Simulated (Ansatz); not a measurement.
Set up this calculation in Ansatz 0.2.0, as the native input.

```
Task                        : single point
Functional                  : HSE(alpha, omega)
Potentials or basis         : all-electron PAW datasets made for the crystal
Cutoff                      : 200 eV (chosen from the basis error)
k mesh                      : 5 × 5 × 4
Occupations                 : fermi-dirac, width 0.05 eV
Spin                        : no spin polarisation
Share of exact exchange     : 0.1
Screening of exact exchange : 0.2 1/A
```

The system is MgSi.

```
Si Mg
1.0
     2.90839    0.00000    0.00000
     0.00000    2.90839    0.00000
     0.00000    0.00000    4.10343
Si Mg
1 1
Direct
  0.50000 0.50000 0.50000
  0.00000 0.00000 0.00000
```

The cell comes from a database or a generator and needn't be the stable form of this composition.

These files were run (other wordings do the same):

input.yaml

```yaml
crystal:
  lattice:
    - [2.908394, 0.0, 0.0]
    - [0.0, 2.908394, 0.0]
    - [0.0, 0.0, 4.103427]
  atoms:
    - { symbol: Si, position: [0.5, 0.5, 0.5] }
    - { symbol: Mg, position: [0.0, 0.0, 0.0] }
kpoints:
  mp_grid: { grid: [5, 5, 4] }
scf:
  occupations: { method: fermi_dirac, width: 0.05 }
hamiltonian:
  xc: { preset: hse06, exx: { coeff: 0.1, omega: 0.2 } }
  pseudopotentials: { kind: all_electron, datasets: crystal }
output:
  forces: true
  stress: true
```

Potentials or basis: all-electron PAW datasets made for the crystal.

Launch:

```console
$ ansatz run input.yaml --threads 1 --pin off --max-ram 3072MiB --backend cpu --events-out ev --progress --plain --runs-dir out
```

Results of the run:

The pressure is 0.1 GPa and the band gap on the k mesh is none (metal or under the smearing width).

Caveat: the k mesh is coarse (spacing up to 0.43 Å⁻¹), so the values aren't converged, least of all with exact exchange; the k mesh is thin for a metal, which can move the energy by tens of meV per atom.

Wall time 87 s on 1 thread of Arm Neoverse N1, with other jobs on the host, peak memory 0.49 GiB.
